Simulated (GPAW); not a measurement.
Crystal: HfC.

```
Hf C
1.0
     0.00000    2.32500    2.32500
     2.32500    0.00000    2.32500
     2.32500    2.32500    0.00000
Hf C
1 1
Direct
  0.50000 0.50000 0.50000
  0.00000 0.00000 0.00000
```

| Quantity | Value |
| --- | --- |
| Program | GPAW 26.7.0 |
| Task | relaxation of cell and atoms |
| Functional | PBEsol |
| Dispersion | D3(BJ)+ATM |
| Potentials or basis | PAW data sets generated in the run's folder for this functional |
| Cutoff | 800 eV |
| Basis | pw |
| k mesh | 10 × 10 × 10 |
| Occupations | fermi-dirac, width 0.05 eV |
| Spin | no spin polarisation |

At the start: pressure -9.3 GPa; volume 12.57 Å³/atom.

How do energy, volume and symmetry change on relaxing?

Over 3 steps the energy falls by 13.4 meV/atom and the volume is 12.09 Å³/atom (-3.8 %); space group Fm-3m (No. 225, to 0.05 Å).

The path:
| step | energy change (eV) | largest force (eV/Å) | pressure (GPa) | volume (Å³) |
| --- | --- | --- | --- | --- |
| 1 | 0.0000 | 0.0000 | -9.26 | 25.14 |
| 2 | -0.0176 | 0.0000 | -5.63 | 24.75 |
| 3 | -0.0267 | 0.0000 | 0.23 | 24.18 |

Final structure:
```yaml
crystal:
  lattice:
    - [0.00000, 2.29511, 2.29511]
    - [2.29511, 0.00000, 2.29511]
    - [2.29511, 2.29511, 0.00000]
  atoms:
    - { symbol: Hf, position: [0.50000, 0.50000, 0.50000] }
    - { symbol: C, position: [0.00000, 0.00000, 0.00000] }
```

Caveat: later steps reuse the first step's grids; pairwise dispersion overbinds metals, which lowers pressure and volume.
